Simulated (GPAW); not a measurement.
Runs of GPAW 26.7.0 on FeO (Wuestite). Symmetry: Fm-3m, No. 225, cubic system. The conventional cell has a = 4.311 Å, b = 4.311 Å, c = 4.311 Å, α = 90.00°, β = 90.00°, γ = 90.00°. Around Fe (site symmetry m-3m) lie 6 O at 2.16 Å. Around O (site symmetry m-3m) lie 6 Fe at 2.16 Å. 

```tsv
task	level	potentials or basis	cell	smearing	optimizer	fmax	max steps	convergence	eigensolver	gap on the mesh (eV)	pressure (GPa)	moment (μB)	relaxed volume (Å³/atom)
single point	PBEsol	PAW data sets generated in the run's folder for this functional, pw	as given	gaussian 0.05 eV	-	-	-	-	-	none	-7.1	4.00	-
relaxation of cell and atoms	PBE+D4	GPAW PAW data sets (gpaw-data 1.2.1), pw	relaxed	fermi-dirac 0.05 eV	FIRE	0.02 eV/Å	40	density=1e-05 forces=0.0001	-	none	0.2	4.00	9.85
single point	PBE	GPAW PAW data sets (gpaw-data 1.2.1), pw	as given	gaussian 0.025 eV	-	-	-	-	-	none	0.8	4.00	-
single point	PBE	GPAW PAW data sets (gpaw-data 1.2.1), pw	as given	gaussian 0.022 eV	-	-	-	-	-	none	0.8	4.00	-
single point	PBE	GPAW PAW data sets (gpaw-data 1.2.1), pw	as given	gaussian 0.024 eV	-	-	-	-	-	none	0.8	4.00	-
relaxation of cell and atoms	BLYP+D4	PAW data sets generated in the run's folder for this functional, pw	relaxed	fermi-dirac 0.05 eV	FIRE	0.02 eV/Å	60	density=1e-05 forces=0.0001	davidson	none	-0.3	4.00	(a)
relaxation of cell and atoms	BLYP+D3(BJ)	PAW data sets generated in the run's folder for this functional, pw	relaxed	fermi-dirac 0.05 eV	LBFGS	0.05 eV/Å	100	density=1e-05 forces=0.0001	davidson	none	-0.8	4.00	-
single point	PBE	GPAW PAW data sets (gpaw-data 1.2.1), pw	as given	gaussian 0.029 eV	-	-	-	-	-	none	0.8	4.00	-
single point	PBE	GPAW PAW data sets (gpaw-data 1.2.1), pw	as given	gaussian 0.023 eV	-	-	-	-	-	none	0.8	4.00	-
single point	PBE	GPAW PAW data sets (gpaw-data 1.2.1), pw	as given	gaussian 0.028 eV	-	-	-	-	-	none	0.8	4.00	-
single point	PBE	GPAW PAW data sets (gpaw-data 1.2.1), pw	as given	gaussian 0.03 eV	-	-	-	-	-	none	0.8	4.00	-
single point	RPBE	the program's PAW data sets (release 1.2.1) made for this functional, pw	as given	gaussian 0.05 eV	-	-	-	-	-	none	6.7	4.00	-
```

Alike in all rows: spin collinear, ferromagnetic start; k mesh 11 × 11 × 11; cutoff (eV) 800.

Problem. Estimate the missing entries.

Solution. (a) 9.89.

Caveats: a cell with one magnetic atom can't hold antiferromagnetic order, which such compounds often take; semilocal functionals often make such compounds metallic where correlation or magnetic order opens a gap, which also shifts bond lengths; each step starts from the last one's moments, so a moment once lost doesn't come back (some runs); later steps reuse the first step's grids (some runs); pairwise dispersion overbinds metals, which lowers pressure and volume (some runs); the relaxation stopped at its first step, so nothing moved (some runs).

A gap of «none» marks a metal or a gap under the smearing width.
